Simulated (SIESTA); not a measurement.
ZrC:

```
CELL_PARAMETERS angstrom
0.00000 2.36500 2.36500
2.36500 0.00000 2.36500
2.36500 2.36500 0.00000
ATOMIC_POSITIONS crystal
Zr 0.50000 0.50000 0.50000
C 0.00000 0.00000 0.00000
```

Base run:

| Quantity | Value |
| --- | --- |
| Program | SIESTA 5.4.2 |
| Functional | RPBE |
| Potentials or basis | PseudoDojo 0.4 standard (PBE files) |
| Basis | DZP (energy shift 0.003 Ry; two zetas on semicore shells) |
| Grid cutoff | 800 Ry |
| Energy shift | 0.003 Ry |
| k mesh | 10 × 10 × 10 |
| Occupations | fermi-dirac, width 0.05 eV |
| Spin | no spin polarisation |

Its results: band gap on the k mesh none (metal or under the smearing width); pressure 1.6 GPa.

Question: After a change of settings the same cell gave: band gap on the k mesh none (metal or under the smearing width); pressure -0.9 GPa. Which change was it?
A. functional from RPBE to revPBE
B. functional from RPBE to LDA; potentials or basis from PseudoDojo 0.4 standard (PBE files) to PseudoDojo 0.4 standard (LDA files)
C. functional from RPBE to PBEsol; potentials or basis from PseudoDojo 0.4 standard (PBE files) to PseudoDojo 0.4 standard (PBEsol files)
D. functional from RPBE to PW91

Answer: D.

PW91 binds more tightly than RPBE, so the same cell stands under less pressure.

Caveats: the potentials were made for another functional, which shifts forces and pressure; the basis of atomic orbitals isn't converged, which shifts pressures, moduli and gaps.

Runs at the PBE level aren't shown here.
